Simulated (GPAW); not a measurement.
# Al (Im-3m) in GPAW: further runs, part 2 of 2

GPAW 26.7.0. Earlier steps stand in the parts before.

### 3 Relaxation of cell and atoms, PBEsol, target pressure 30 GPa, at which the enthalpy is minimised

Contents of run.py:

```python
from ase import Atoms
from ase.filters import FrechetCellFilter
from ase.io import write
from ase.optimize import BFGS
from ase.units import GPa
from gpaw import GPAW, PW, setup_paths

setup_paths.insert(0, '.')

atoms = Atoms(['Al'],
              cell=[[-1.59121869, 1.59121869, 1.59121869],
                    [1.59121869, -1.59121869, 1.59121869],
                    [1.59121869, 1.59121869, -1.59121869]],
              scaled_positions=[[0.0, 0.0, 0.0]],
              pbc=True)

calc = GPAW(mode=PW(600),
            xc='PBEsol',
            kpts={'size': (12, 12, 12), 'gamma': True},
            occupations={'name': 'fermi-dirac', 'width': 0.05},
            nbands=7,
            convergence={'density': 1e-05, 'forces': 0.0001},
            maxiter=150,
            txt='gpaw.txt')
atoms.calc = calc
opt = BFGS(FrechetCellFilter(atoms, scalar_pressure=30 * GPa), trajectory='relax.traj', logfile='-')
done = opt.run(fmax=0.02, steps=60)
calc.write('gs.gpw')
write('result.traj', atoms)
print('Converged:', done)
print('Cell:', atoms.cell.cellpar().round(4))
print('Volume:', round(atoms.get_volume(), 4))
print(atoms.get_scaled_positions().round(5))
```

Potentials or basis: PAW data sets generated in the run's folder for this functional, pw.

On the command line:

```bash
$ gpaw-setup -f PBEsol Al
$ OMP_NUM_THREADS=1 python run.py
```

gpaw.txt:

```text
__  _  _
 | _ |_)|_||  |
 |__||  | ||/\| - 26.7.0

Input parameters:
  mode=PW(ecut=600.0),
  convergence={'density': 1e-05, 'forces': 0.0001},
  kpts=MonkhorstPack(size=(12, 12, 12), gamma=True),
  maxiter=150,
  nbands=7,
  occupations=Occupations(name='fermi-dirac', width=0.05),
  xc=XC(name='PBEsol')

Diagonalizing LCAO Hamiltonian
Converting LCAO to pw mode

       Al

Atoms  # Å, Bohr magnetons
|   | symbol |        x |        y |        z |    initial magnetic moments |
|---|--------|----------|----------|----------|-----------------------------|
| 0 |     Al | 0.000000 | 0.000000 | 0.000000 | ( 0.0000,  0.0000,  0.0000) |

Unit cell  # Å
| periodic |         x |         y |         z |  lengths |     angles |
|----------|-----------|-----------|-----------|----------|------------|
|      yes | -1.591219 |  1.591219 |  1.591219 | 2.756072 | 109.471221 |
|      yes |  1.591219 | -1.591219 |  1.591219 | 2.756072 | 109.471221 |
|      yes |  1.591219 |  1.591219 | -1.591219 | 2.756072 | 109.471221 |

Number of symmetries: 48
Symmetry operations  # r_c * U_cc + t_c -> r_c
|    | kind |            matrix            |
|----|------|------------------------------|
|  0 |  σ   |  1, 1, 1,  0, 0,-1,  0,-1, 0 |
|  1 |  C4  |  1, 1, 1,  0, 0,-1, -1, 0, 0 |
|  2 |  C2  |  1, 1, 1,  0,-1, 0,  0, 0,-1 |
|  3 |  S6  |  1, 1, 1,  0,-1, 0, -1, 0, 0 |
|  4 |  S6  |  1, 1, 1, -1, 0, 0,  0, 0,-1 |
|  5 |  C4  |  1, 1, 1, -1, 0, 0,  0,-1, 0 |
|  6 |  E   |  1, 0, 0,  0, 1, 0,  0, 0, 1 |
|  7 |  σ   |  1, 0, 0,  0, 1, 0, -1,-1,-1 |
|  8 |  σ   |  1, 0, 0,  0, 0, 1,  0, 1, 0 |
[... 148 lines left out ...]
SCF iterations
|iter     | |      energy | eigst |  dens |force |
|---------|-|-------------|-------|-------|------|
|iter:   1| |   -3.983474 | -0.21 |       |      |
|iter:   2| |   -3.983153 | -3.38 | -1.00 |      |
|iter:   3| |   -3.978351 | -3.18 | -1.02 |      |
|iter:   4| |   -3.978569 | -3.89 | -1.60 |      |
|iter:   5| |   -3.978591c| -5.90 | -2.83 |      |
|iter:   6| |   -3.978595c| -6.48 | -3.24 |      |
|iter:   7| |   -3.978595c| -8.53c| -4.77 |      |
|iter:   8| |   -3.978595c| -9.21c| -5.24c|      |
|iter:   9| |   -3.978595c| -9.92c| -6.83c|-24.25c|

Converged in 9 steps
Energy contributions relative to reference atoms: (reference = -6590.127727)

Energy contributions:
  Kinetic:           5.407279
  Coulomb:          -3.153784
  Zero:             -0.007957
  External:          0.000000
  Xc:               -6.222073
  Entropy:          -0.004121
  Spinorbit:         0.000000
  ----------------------------
  Free energy:      -3.980655
  Extrapolated:     -3.978595
[... 18 lines left out ...]
Stress tensor  # eV/Ang^3
|         x |         y |         z |
|-----------|-----------|-----------|
| -0.015217 |  0.000000 | -0.000000 |
|  0.000000 | -0.015217 |  0.000000 |
| -0.000000 |  0.000000 | -0.015217 |

Forces  # eV/Ang
|        x |        y |       z |
|----------|----------|---------|
| -0.00000 | -0.00000 | 0.00000 |  # Al   0

Interpolating wave functions to new cell

       Al

Atoms  # Å, Bohr magnetons
|   | symbol |         x |         y |         z |    initial magnetic moments |
|---|--------|-----------|-----------|-----------|-----------------------------|
| 0 |     Al | -0.000000 | -0.000000 | -0.000000 | ( 0.0000,  0.0000,  0.0000) |

Unit cell  # Å
| periodic |         x |         y |         z |  lengths |     angles |
|----------|-----------|-----------|-----------|----------|------------|
|      yes | -1.529430 |  1.529430 |  1.529430 | 2.649051 | 109.471221 |
|      yes |  1.529430 | -1.529430 |  1.529430 | 2.649051 | 109.471221 |
|      yes |  1.529430 |  1.529430 | -1.529430 | 2.649051 | 109.471221 |

Number of symmetries: 48
Symmetry operations  # r_c * U_cc + t_c -> r_c
|    | kind |            matrix            |
|----|------|------------------------------|
|  0 |  σ   |  1, 1, 1,  0, 0,-1,  0,-1, 0 |
|  1 |  C4  |  1, 1, 1,  0, 0,-1, -1, 0, 0 |
|  2 |  C2  |  1, 1, 1,  0,-1, 0,  0, 0,-1 |
|  3 |  S6  |  1, 1, 1,  0,-1, 0, -1, 0, 0 |
|  4 |  S6  |  1, 1, 1, -1, 0, 0,  0, 0,-1 |
|  5 |  C4  |  1, 1, 1, -1, 0, 0,  0,-1, 0 |
|  6 |  E   |  1, 0, 0,  0, 1, 0,  0, 0, 1 |
|  7 |  σ   |  1, 0, 0,  0, 1, 0, -1,-1,-1 |
|  8 |  σ   |  1, 0, 0,  0, 0, 1,  0, 1, 0 |
[... 192 lines left out ...]
Stress tensor  # eV/Ang^3
|         x |         y |         z |
|-----------|-----------|-----------|
| -0.093962 |  0.000000 | -0.000000 |
|  0.000000 | -0.093962 |  0.000000 |
| -0.000000 |  0.000000 | -0.093962 |

Forces  # eV/Ang
|       x |        y |       z |
|---------|----------|---------|
| 0.00000 | -0.00000 | 0.00000 |  # Al   0

Interpolating wave functions to new cell

       Al

Atoms  # Å, Bohr magnetons
|   | symbol |         x |         y |         z |    initial magnetic moments |
|---|--------|-----------|-----------|-----------|-----------------------------|
| 0 |     Al | -0.000000 | -0.000000 | -0.000000 | ( 0.0000,  0.0000,  0.0000) |

Unit cell  # Å
| periodic |         x |         y |         z |  lengths |     angles |
|----------|-----------|-----------|-----------|----------|------------|
|      yes | -1.474199 |  1.474199 |  1.474199 | 2.553388 | 109.471221 |
|      yes |  1.474199 | -1.474199 |  1.474199 | 2.553388 | 109.471221 |
|      yes |  1.474199 |  1.474199 | -1.474199 | 2.553388 | 109.471221 |

Number of symmetries: 48
Symmetry operations  # r_c * U_cc + t_c -> r_c
|    | kind |            matrix            |
|----|------|------------------------------|
|  0 |  σ   |  1, 1, 1,  0, 0,-1,  0,-1, 0 |
|  1 |  C4  |  1, 1, 1,  0, 0,-1, -1, 0, 0 |
|  2 |  C2  |  1, 1, 1,  0,-1, 0,  0, 0,-1 |
|  3 |  S6  |  1, 1, 1,  0,-1, 0, -1, 0, 0 |
|  4 |  S6  |  1, 1, 1, -1, 0, 0,  0, 0,-1 |
|  5 |  C4  |  1, 1, 1, -1, 0, 0,  0,-1, 0 |
|  6 |  E   |  1, 0, 0,  0, 1, 0,  0, 0, 1 |
|  7 |  σ   |  1, 0, 0,  0, 1, 0, -1,-1,-1 |
|  8 |  σ   |  1, 0, 0,  0, 0, 1,  0, 1, 0 |
[... 192 lines left out ...]
Stress tensor  # eV/Ang^3
|         x |         y |         z |
|-----------|-----------|-----------|
| -0.205263 |  0.000000 |  0.000000 |
|  0.000000 | -0.205263 |  0.000000 |
|  0.000000 |  0.000000 | -0.205263 |

Forces  # eV/Ang
|       x |       y |       z |
|---------|---------|---------|
| 0.00000 | 0.00000 | 0.00000 |  # Al   0

Interpolating wave functions to new cell

       Al

Atoms  # Å, Bohr magnetons
|   | symbol |        x |         y |         z |    initial magnetic moments |
|---|--------|----------|-----------|-----------|-----------------------------|
| 0 |     Al | 0.000000 | -0.000000 | -0.000000 | ( 0.0000,  0.0000,  0.0000) |

Unit cell  # Å
| periodic |         x |         y |         z |  lengths |     angles |
|----------|-----------|-----------|-----------|----------|------------|
|      yes | -1.482217 |  1.482217 |  1.482217 | 2.567275 | 109.471221 |
|      yes |  1.482217 | -1.482217 |  1.482217 | 2.567275 | 109.471221 |
|      yes |  1.482217 |  1.482217 | -1.482217 | 2.567275 | 109.471221 |

Number of symmetries: 48
Symmetry operations  # r_c * U_cc + t_c -> r_c
|    | kind |            matrix            |
|----|------|------------------------------|
|  0 |  σ   |  1, 1, 1,  0, 0,-1,  0,-1, 0 |
|  1 |  C4  |  1, 1, 1,  0, 0,-1, -1, 0, 0 |
|  2 |  C2  |  1, 1, 1,  0,-1, 0,  0, 0,-1 |
|  3 |  S6  |  1, 1, 1,  0,-1, 0, -1, 0, 0 |
|  4 |  S6  |  1, 1, 1, -1, 0, 0,  0, 0,-1 |
|  5 |  C4  |  1, 1, 1, -1, 0, 0,  0,-1, 0 |
|  6 |  E   |  1, 0, 0,  0, 1, 0,  0, 0, 1 |
|  7 |  σ   |  1, 0, 0,  0, 1, 0, -1,-1,-1 |
|  8 |  σ   |  1, 0, 0,  0, 0, 1,  0, 1, 0 |
[... 192 lines left out ...]
Stress tensor  # eV/Ang^3
|         x |         y |         z |
|-----------|-----------|-----------|
| -0.186277 |  0.000000 |  0.000000 |
|  0.000000 | -0.186277 |  0.000000 |
|  0.000000 |  0.000000 | -0.186277 |

Forces  # eV/Ang
|        x |       y |       z |
|----------|---------|---------|
| -0.00000 | 0.00000 | 0.00000 |  # Al   0

# Writing to gs.gpw (mode='')
```

It took 8.7 s on 1 thread of AMD EPYC 9R45 (Zen 5), shared host; peak memory 0.15 GiB.

What came out:

* Free energy: -3.7130 eV
* Relaxed volume: 13.03 Å³/atom
* Relaxed cell: a = 2.567 Å, b = 2.567 Å, c = 2.567 Å, α = 109.47°, β = 109.47°, γ = 109.47°
* Space group after relaxing (to 0.05 Å): Im-3m (No. 229)
* Energy change on relaxing (the enthalpy is what falls): +267.5 meV/atom
* Ionic steps: 4
* Pressure after relaxing: 29.8 GPa
* Band gap on the k mesh: none (metal or under the smearing width)

The path:
```tsv
step	energy change (eV)	largest force (eV/Å)	pressure (GPa)	volume (Å³)
1	0.0000	0.0000	2.44	16.12
2	0.0913	0.0000	15.05	14.31
3	0.3086	0.0000	32.89	12.82
4	0.2675	0.0000	29.84	13.03
```

Final structure:
```cif
data_structure
_symmetry_space_group_name_H-M 'P 1'
_symmetry_Int_Tables_number 1
_cell_length_a 2.5673
_cell_length_b 2.5673
_cell_length_c 2.5673
_cell_angle_alpha 109.471
_cell_angle_beta 109.471
_cell_angle_gamma 109.471
_cell_volume 13.03
loop_
_atom_site_label
_atom_site_type_symbol
_atom_site_fract_x
_atom_site_fract_y
_atom_site_fract_z
_atom_site_occupancy
Al1 Al 0.00000 0.00000 0.00000 1
```

Caveat: later steps reuse the first step's grids; the volume moved by over 15 % at a fixed basis, so the end points are rough.

### 4 For comparison

An earlier run on the cell as given: functional PBEsol; potentials or basis PAW data sets generated in the run's folder for this functional; cutoff 600 eV; basis pw; k mesh 12 × 12 × 12; occupations fermi-dirac, width 0.05 eV; no spin polarisation.

- Pressure: 2.4 GPa
- Band gap on the k mesh: none (metal or under the smearing width)

### 5 The runs side by side

| task | cell | optimizer | fmax | max steps | target pressure | convergence | gap on the mesh (eV) | pressure (GPa) |
| --- | --- | --- | --- | --- | --- | --- | --- | --- |
| relaxation of cell and atoms | relaxed to 20 GPa | BFGS | 0.02 eV/Å | 60 | 20 GPa | density=1e-05 forces=0.0001 | none | 19.9 |
| relaxation of cell and atoms | relaxed to 30 GPa | BFGS | 0.02 eV/Å | 60 | 30 GPa | density=1e-05 forces=0.0001 | none | 29.8 |
| single point | as given | - | - | - | - | - | none | 2.4 |

Alike in all rows: level PBEsol; potentials or basis PAW data sets generated in the run's folder for this functional, pw; no spin polarisation; k mesh 12 × 12 × 12; cutoff (eV) 600; smearing fermi-dirac 0.05 eV.

Caveats: later steps reuse the first step's grids (some runs); the volume moved by over 15 % at a fixed basis, so the end points are rough (some runs).

Total energies depend on the potentials used, so only differences within one code and one set of settings carry meaning.
